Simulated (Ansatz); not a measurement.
# CdSe: from a first cell to all-electron results

Aim: relax CdSe, then solve it with and without frozen cores. The runs shown use PAW, LAPW and crystal datasets. Its runs: cell and atoms relaxed (PAW and LAPW); the reference run (LAPW, PAW and crystal datasets).

Method: DFT PBEsol, with the methods named in each step, in Ansatz 0.2.0.

## Step 1: The structure to begin with

Symmetry: Fm-3m, No. 225, cubic system. Conventional cell: a = 5.748 Å, b = 5.748 Å, c = 5.748 Å, α = 90.00°, β = 90.00°, γ = 90.00°. Cd (site symmetry m-3m) is surrounded by 6 Se at 2.87 Å. Around Se (site symmetry m-3m) lie 6 Cd at 2.87 Å.

As a file:

```xyz
2
Lattice="0.0000 2.8740 2.8740 2.8740 0.0000 2.8740 2.8740 2.8740 0.0000" Properties=species:S:1:pos:R:3 pbc="T T T"
Cd    0.0000    0.0000    0.0000
Se    2.8740    2.8740    2.8740
```

Atoms are numbered in the order of the input: Cd1, Se2.

## Step 2: Cell and atoms relaxed, PAW

The input, input.yaml:

```yaml
crystal:
  lattice:
    - [0.0, 2.873958, 2.873958]
    - [2.873958, 0.0, 2.873958]
    - [2.873958, 2.873958, 0.0]
  atoms:
    - { symbol: Cd, position: [0.0, 0.0, 0.0] }
    - { symbol: Se, position: [0.5, 0.5, 0.5] }
kpoints:
  mp_grid: { grid: [12, 12, 12] }
scf:
  occupations: { method: fermi_dirac, width: 0.05 }
hamiltonian:
  xc: pbesol
  pseudopotentials: { kind: paw }
output:
  forces: true
  stress: true
relax:
  f_tol: 0.005
  max_steps: 50
  cell: {}
```

Run with:

```console
> ansatz run input.yaml --threads 1 --pin off --max-ram 2048MiB --backend cpu --events-out ev --progress --plain --runs-dir out
```

The log of the run:

```text
Engine: ansatz 0.2.0
Pseudopotentials: kind: paw
Pseudopotential: Cd, paw, valence charge 20, recommended cutoff 420 eV (normal)
Pseudopotential: Se, paw, valence charge 16, recommended cutoff 420 eV (normal)
Functional definition: PBEsol
  exchange = pbesol_x
  correlation = pbesol_c
Crystal: 2 atoms, lattice volume = 47.476 Å³
Basis set: ecut = 420 eV, 941 PW (Γ), exchange–correlation on 60×60×60 points (8 copies of the dense FFT grid, shifted against one another)
Bands: 22, of which v1, the nominal top of the filled ones, is band 18 counted from 1 (17 counted from 0)
Symmetry: 48 space group operations
Space group: Fm-3m (ITA 225), of the structure as read, at distance tolerance 3.6e-5 Å
k-points: 72 of 1728
Non-local potential: Cd, projectors of the file, l = 0: 3, l = 1: 2, l = 2: 2, l = 3: 1
Non-local potential: Se, projectors of the file, l = 0: 2, l = 1: 2, l = 2: 3, l = 3: 1
PAW form: soft (Blöchl's): semilocal exchange-correlation on the pseudo side does not see the compensation charge
PAW frozen core: Cd, regenerated for the run's functional, and the local potential with it (the file was generated under x = pbe(κ = 0.804, μ = 0.2195149727645171), c = pbe(β = 0.06672455060314922))
PAW frozen core: Se, regenerated for the run's functional, and the local potential with it (the file was generated under x = pbe(κ = 0.804, μ = 0.2195149727645171), c = pbe(β = 0.06672455060314922))
PAW one-centre angular grid: Cd, 590 points (default); XC on 64 Gauss nodes
PAW one-centre angular grid: Se, 590 points (default); XC on 64 Gauss nodes
Initial density: superposition of atomic densities (neutral atoms: chi_scale 0, normalization atom), corrected by the library's trained network
Initial wavefunctions: pseudopotential atomic-orbital guess
Functional: x = pbesol(κ = 0.804, μ = 0.12345679012345678), c = pbesol(β = 0.046)
SCF iter   1: F=—  HF=-13609.192628 eV  |F-HF|=—  |Δ(HF+E_count)|=         —  Δρ=4.54e-3  dr2=1.14e-2  ethr=1.77e-3  ⟨swp⟩=5.7  Hψ=6538  notcnv=0
preconditioner: auto → none  [insulator: Δε(μ)=0.262 eV  Ē_g=12.031 eV  σ=0.050 eV  W_gap=0.62  n_scr=14 (ndim 8)  ℏωp=22.9 eV  f_vac=0.035  D(μ)=0.60/eV (n_scr^D=0)  ε∞_Penn≈4.6]
SCF iter   2: F=—  HF=-13609.189655 eV  |F-HF|=—  |Δ(HF+E_count)|=   2.97e-3  Δρ=1.04e-3  dr2=2.52e-4  ethr=3.17e-5  ⟨swp⟩=2.1  Hψ=3116  notcnv=0
SCF iter   3: F=—  HF=-13609.189612 eV  |F-HF|=—  |Δ(HF+E_count)|=   4.32e-5  Δρ=4.72e-4  dr2=6.84e-5  ethr=7.00e-7  ⟨swp⟩=2.0  Hψ=2593  notcnv=0
SCF iter   4: F=—  HF=-13609.189591 eV  |F-HF|=—  |Δ(HF+E_count)|=   2.12e-5  Δρ=2.50e-4  dr2=2.31e-5  ethr=1.90e-7  ⟨swp⟩=3.0  Hψ=2825  notcnv=0
SCF iter   5: F=—  HF=-13609.189588 eV  |F-HF|=—  |Δ(HF+E_count)|=   2.62e-6  Δρ=5.49e-5  dr2=1.10e-6  ethr=6.42e-8  ⟨swp⟩=2.9  Hψ=3067  notcnv=0
SCF iter   6: F=-13609.189588 eV  HF=-13609.189588 eV  |F-HF|=3.64e-8  |Δ(HF+E_count)|=   8.05e-8  Δρ=8.40e-6  dr2=2.41e-8  ethr=2.78e-10  ⟨swp⟩=2.4  Hψ=5834  notcnv=0
SCF 1 converged in 6 iterations: F = -13609.189588 eV  dr2 = 2.41e-8
relax step   1: F+E_penalty+E_count = -13609.18958818 eV  Δ(F+E_penalty+E_count) = +0.000e0 eV  max|allowed force component| = 1.111e-29 eV/Å  Δτ_max = 0.0000 Å  P = -3.875 GPa  Ω = 47.476 Å³  (6 SCF iters, dr2 threshold 1.00e-7 eV, accepted)
Crystal: 2 atoms, lattice volume = 42.750 Å³
Basis set: ecut = 420 eV, 869 PW (Γ), exchange–correlation on 60×60×60 points (8 copies of the dense FFT grid, shifted against one another)
Initial density: handed on by an earlier stage of this run
Initial wavefunctions: those handed on with the density
iter 1 solved again at ethr=1.37e-5 eV; its pass at ethr=3.10e-3 eV (dr2=4.93e-3 eV) is discarded
SCF iter   1: F=—  HF=-13609.212491 eV  |F-HF|=—  |Δ(HF+E_count)|=         —  Δρ=2.93e-3  dr2=4.67e-3  ethr=1.37e-5  ⟨swp⟩=1.0  Hψ=8534  notcnv=0
preconditioner: auto → none  [insulator: Δε(μ)=0.282 eV  Ē_g=12.627 eV  σ=0.050 eV  W_gap=0.61  n_scr=14 (ndim 8)  ℏωp=24.1 eV  f_vac=0.011  D(μ)=0.57/eV (n_scr^D=0)  ε∞_Penn≈4.6]
SCF iter   2: F=—  HF=-13609.211064 eV  |F-HF|=—  |Δ(HF+E_count)|=   1.43e-3  Δρ=1.94e-3  dr2=9.34e-4  ethr=1.30e-5  ⟨swp⟩=2.0  Hψ=2447  notcnv=0
SCF iter   3: F=—  HF=-13609.210851 eV  |F-HF|=—  |Δ(HF+E_count)|=   2.13e-4  Δρ=6.83e-4  dr2=1.48e-4  ethr=2.59e-6  ⟨swp⟩=2.0  Hψ=2161  notcnv=0
SCF iter   4: F=—  HF=-13609.210807 eV  |F-HF|=—  |Δ(HF+E_count)|=   4.41e-5  Δρ=2.97e-4  dr2=2.62e-5  ethr=4.11e-7  ⟨swp⟩=1.0  Hψ=1584  notcnv=0
SCF iter   5: F=—  HF=-13609.210801 eV  |F-HF|=—  |Δ(HF+E_count)|=   5.98e-6  Δρ=6.24e-5  dr2=1.16e-6  ethr=7.27e-8  ⟨swp⟩=2.0  Hψ=2595  notcnv=0
SCF iter   6: F=-13609.210801 eV  HF=-13609.210801 eV  |F-HF|=5.13e-9  |Δ(HF+E_count)|=   1.18e-7  Δρ=7.31e-6  dr2=1.79e-8  ethr=5.56e-10  ⟨swp⟩=4.0  Hψ=4972  notcnv=0
SCF 2 converged in 6 iterations: F = -13609.210801 eV  dr2 = 1.79e-8
relax step   2: F+E_penalty+E_count = -13609.21080066 eV  Δ(F+E_penalty+E_count) = -2.121e-2 eV  max|allowed force component| = 3.576e-29 eV/Å  Δτ_max = 0.0000 Å  P = +3.235 GPa  Ω = 42.750 Å³  energy of the carried Pulay correction = +8.936e-4 eV  (6 SCF iters, dr2 threshold 2.00e-7 eV, accepted)
Crystal: 2 atoms, lattice volume = 44.778 Å³
Basis set: ecut = 420 eV, 893 PW (Γ), exchange–correlation on 60×60×60 points (8 copies of the dense FFT grid, shifted against one another)
iter 1 solved again at ethr=2.84e-6 eV; its pass at ethr=3.10e-3 eV (dr2=1.02e-3 eV) is discarded
SCF iter   1: F=—  HF=-13609.227872 eV  |F-HF|=—  |Δ(HF+E_count)|=         —  Δρ=1.29e-3  dr2=9.57e-4  ethr=2.84e-6  ⟨swp⟩=1.1  Hψ=8299  notcnv=0
preconditioner: auto → none  [insulator: Δε(μ)=0.228 eV  Ē_g=12.334 eV  σ=0.050 eV  W_gap=0.65  n_scr=14 (ndim 8)  ℏωp=23.5 eV  f_vac=0.025  D(μ)=0.58/eV (n_scr^D=0)  ε∞_Penn≈4.6]
SCF iter   2: F=—  HF=-13609.227610 eV  |F-HF|=—  |Δ(HF+E_count)|=   2.61e-4  Δρ=8.50e-4  dr2=2.07e-4  ethr=2.66e-6  ⟨swp⟩=2.0  Hψ=2317  notcnv=0
SCF iter   3: F=—  HF=-13609.227566 eV  |F-HF|=—  |Δ(HF+E_count)|=   4.38e-5  Δρ=3.02e-4  dr2=3.38e-5  ethr=5.74e-7  ⟨swp⟩=2.0  Hψ=2163  notcnv=0
SCF iter   4: F=—  HF=-13609.227553 eV  |F-HF|=—  |Δ(HF+E_count)|=   1.35e-5  Δρ=1.03e-4  dr2=3.60e-6  ethr=9.38e-8  ⟨swp⟩=2.0  Hψ=2532  notcnv=0
SCF iter   5: F=-13609.227552 eV  HF=-13609.227552 eV  |F-HF|=6.61e-9  |Δ(HF+E_count)|=   6.36e-7  Δρ=1.70e-5  dr2=1.06e-7  ethr=5.56e-10  ⟨swp⟩=2.4  Hψ=5834  notcnv=0
SCF 3 converged in 5 iterations: F = -13609.227552 eV  dr2 = 1.06e-7
relax step   3: F+E_penalty+E_count = -13609.22755224 eV  Δ(F+E_penalty+E_count) = -1.675e-2 eV  max|allowed force component| = 2.840e-29 eV/Å  Δτ_max = 0.0000 Å  P = -0.365 GPa  Ω = 44.778 Å³  energy of the carried Pulay correction = +4.909e-4 eV  (5 SCF iters, dr2 threshold 2.00e-7 eV, accepted)
Crystal: 2 atoms, lattice volume = 44.553 Å³
iter 1 solved again at ethr=6.08e-8 eV; its pass at ethr=3.10e-3 eV (dr2=2.19e-5 eV) is discarded
SCF iter   1: F=—  HF=-13609.227864 eV  |F-HF|=—  |Δ(HF+E_count)|=         —  Δρ=1.27e-4  dr2=9.88e-6  ethr=6.08e-8  ⟨swp⟩=2.0  Hψ=8062  notcnv=0
preconditioner: auto → none  [insulator: Δε(μ)=0.235 eV  Ē_g=12.376 eV  σ=0.050 eV  W_gap=0.64  n_scr=14 (ndim 8)  ℏωp=23.6 eV  f_vac=0.025  D(μ)=0.58/eV (n_scr^D=0)  ε∞_Penn≈4.6]
SCF iter   2: F=—  HF=-13609.227861 eV  |F-HF|=—  |Δ(HF+E_count)|=   3.04e-6  Δρ=8.46e-5  dr2=1.98e-6  ethr=2.74e-8  ⟨swp⟩=2.0  Hψ=2172  notcnv=0
SCF iter   3: F=—  HF=-13609.227860 eV  |F-HF|=—  |Δ(HF+E_count)|=   4.82e-7  Δρ=3.11e-5  dr2=3.09e-7  ethr=5.51e-9  ⟨swp⟩=2.0  Hψ=2163  notcnv=0
SCF iter   4: F=-13609.227860 eV  HF=-13609.227860 eV  |F-HF|=1.13e-8  |Δ(HF+E_count)|=   6.58e-8  Δρ=1.02e-5  dr2=2.91e-8  ethr=5.56e-10  ⟨swp⟩=3.2  Hψ=4483  notcnv=0
SCF 4 converged in 4 iterations: F = -13609.227860 eV  dr2 = 2.91e-8
relax step   4: F+E_penalty+E_count = -13609.22785996 eV  Δ(F+E_penalty+E_count) = -3.077e-4 eV  max|allowed force component| = 8.612e-30 eV/Å  Δτ_max = 0.0000 Å  P = -0.012 GPa  Ω = 44.553 Å³  energy of the carried Pulay correction = +5.340e-4 eV  (4 SCF iters, dr2 threshold 2.00e-7 eV, accepted)
Basis set: ecut = 420 eV, 893 PW (Γ), exchange–correlation on 54×54×54 points (8 copies of the dense FFT grid, shifted against one another)
Initial wavefunctions: pseudopotential atomic-orbital guess (no wavefunctions were taken with the density)
iter 1 solved again at ethr=1.94e-8 eV; its pass at ethr=3.10e-3 eV (dr2=6.97e-6 eV) is discarded
SCF iter   1: F=—  HF=-13609.227277 eV  |F-HF|=—  |Δ(HF+E_count)|=         —  Δρ=1.11e-4  dr2=9.05e-7  ethr=1.94e-8  ⟨swp⟩=3.0  Hψ=10897  notcnv=0
preconditioner: auto → none  [insulator: Δε(μ)=0.236 eV  Ē_g=12.375 eV  σ=0.050 eV  W_gap=0.64  n_scr=14 (ndim 8)  ℏωp=23.6 eV  f_vac=0.022  D(μ)=0.58/eV (n_scr^D=0)  ε∞_Penn≈4.6]
SCF iter   2: F=—  HF=-13609.227273 eV  |F-HF|=—  |Δ(HF+E_count)|=   4.62e-6  Δρ=5.06e-5  dr2=2.78e-7  ethr=2.51e-9  ⟨swp⟩=2.0  Hψ=2757  notcnv=0
SCF iter   3: F=—  HF=-13609.227273 eV  |F-HF|=—  |Δ(HF+E_count)|=   1.46e-7  Δρ=1.79e-5  dr2=5.28e-8  ethr=7.71e-10  ⟨swp⟩=2.0  Hψ=2053  notcnv=0
SCF iter   4: F=—  HF=-13609.227273 eV  |F-HF|=—  |Δ(HF+E_count)|=   1.90e-9  Δρ=3.76e-6  dr2=3.83e-9  ethr=1.47e-10  ⟨swp⟩=2.0  Hψ=2880  notcnv=0
SCF iter   5: F=—  HF=-13609.227273 eV  |F-HF|=—  |Δ(HF+E_count)|=  8.37e-11  Δρ=1.21e-6  dr2=1.88e-10  ethr=1.06e-11  ⟨swp⟩=2.1  Hψ=2250  notcnv=0
SCF iter   6: F=-13609.227273 eV  HF=-13609.227273 eV  |F-HF|=0.00e0  |Δ(HF+E_count)|=  1.96e-10  Δρ=1.66e-7  dr2=4.48e-12  ethr=1.00e-12  ⟨swp⟩=3.4  Hψ=6975  notcnv=0
SCF 5 converged in 6 iterations: F = -13609.227273 eV  dr2 = 4.48e-12
relax step   5: F+E_penalty+E_count = -13609.22727295 eV  Δ(F+E_penalty+E_count) = +5.870e-4 eV  max|allowed force component| = 9.598e-30 eV/Å  Δτ_max = 0.0000 Å  P = -0.009 GPa  Ω = 44.553 Å³  stress off target by 8.61e-3 GPa  SCF on the basis re-selected at this cell (its energy is not comparable with the rows above)  (6 SCF iters)
basis re-selected at this cell: Δ(F+E_penalty+E_count) = +5.870e-4 eV, ΔP = +0.003 GPa vs the last step (what re-selecting the basis moved, of the pressure what is left beyond the Pulay correction that the steps carried, after the strain that the cell walked since its last selection, with what the two solves' SCF thresholds leave and, on support functions, any second-order correction that the steps lacked; it is no measure of the basis error at this ecutwfc). The dense FFT grid was sized anew with the basis: this SCF ran on 27×27×27 points, the steps before it on 30×30×30, so part of this shift can come from that change (see relax.cell in the input reference). This SCF's stress stands 8.61e-3 GPa from its target on what of the cell is left free (relax.cell.stress_tol is 5.00e-2 GPa) and its largest allowed force component is 9.60e-30 eV/Å (relax.f_tol is 5.00e-3 eV/Å): within both
SCF converged after 6 iterations
Free energy (F): -13609.227273 eV
Harris-Foulkes:  -13609.227273 eV  (|F-HF|=0.00e0)
Internal energy: -13609.222581 eV  (E = F + TS)
E sigma→0 (E₀):  -13609.224927 eV
Entropy (-TS):   -0.004692 eV (-2.346 meV/atom)
Fermi energy:    10.981345 eV
--- Per-component energies (eV) ---
  E_band       = -775.625881
  E_kinetic    = 623.952219
  E_local      = -5353.012391  (includes V_loc(G=0)·N_el)
  E_nonlocal   = -555.505035
  E_hartree    = 2575.522666
  E_xc         = -278.890099
  E_vxc        = -319.282062  (∫ρ·V_xc dr)
  E_paw        = -5882.312948  (= ΣΔE_a)
  E_vpaw       = -322.823289  (= ΣTr[D̂ρ^β])
  E_aug_tail   = -0.000584  (compensation charges beyond the density's cutoff)
  E_ewald      = -4740.326820
  E_core_change = 1.350410  (= ΣΔE_core)
  E_smearing   = -0.004692  (= −TS)
  E_closure    = -0.000000  (closes the sum)
  Σ components = -13609.227273   (vs F -13609.227273, Δ=0.00e0)
--- Forces (eV/Å), atoms counted from 1 ---
  atom   1  Cd    -0.00000000     0.00000000     0.00000000
  atom   2  Se     0.00000000    -0.00000000     0.00000000
  max |Σ_I F_I| component: 1.76e-29 eV/Å
--- Stress (GPa, compression-positive) ---
       -0.008614      -0.000000      -0.000000
        0.000000      -0.008614      -0.000000
        0.000000      -0.000000      -0.008614
  P = ⅓ Tr σ = -0.0086 GPa (-0.086 kbar)
--- Relaxed structure (4 steps of the walk, 4 accepted, 1 SCFs on fresh bases) ---
  F+E_penalty+E_count = -13609.22727295 eV   max|allowed force component| = 9.598e-30 eV/Å   (the final SCF, on the basis selected at the relaxed cell)
  cell:  # Å, volume = 44.5533 Å³
    - [2.897992823642418e-34, 2.8137356267501255, 2.8137356267501255]
    - [2.8137356267501255, -4.7132191103614725e-34, 2.8137356267501255]
    - [2.8137356267501255, 2.8137356267501255, -4.235528002344459e-34]
  atoms:
    - { symbol: Cd, position: [1.256496666179447e-35, -5.459923749776337e-47, -2.2337718509829325e-35] }
    - { symbol: Se, position: [0.5, 0.5, 0.5] }
```

It took 14 s on 1 thread of Arm Neoverse V2, shared host; peak memory 0.37 GiB.

Step by step:

```
step  energy from step 1 (eV/cell)  largest force component (eV/Å)  pressure (GPa)  volume (Å³)
   1                        0.0000                          0.0000           -3.88        47.48
   2                       -0.0212                          0.0000            3.23        42.75
   3                       -0.0380                          0.0000           -0.36        44.78
   4                       -0.0383                          0.0000           -0.01        44.55
   5                       -0.0377                          0.0000           -0.01        44.55
```

Step 1 is the start. Step 5 repeats the geometry before on a plane-wave basis chosen anew for that cell, so the energy can jump there without any move; the table keeps such jumps.

| input's cell | before | after | change |
| --- | --- | --- | --- |
| a (Å) | 4.064 | 3.979 | -2.1 % |
| b (Å) | 4.064 | 3.979 | -2.1 % |
| c (Å) | 4.064 | 3.979 | -2.1 % |
| volume (Å³/atom) | 23.74 | 22.28 | -6.2 % |

(Part 1 of 2 ends here.)
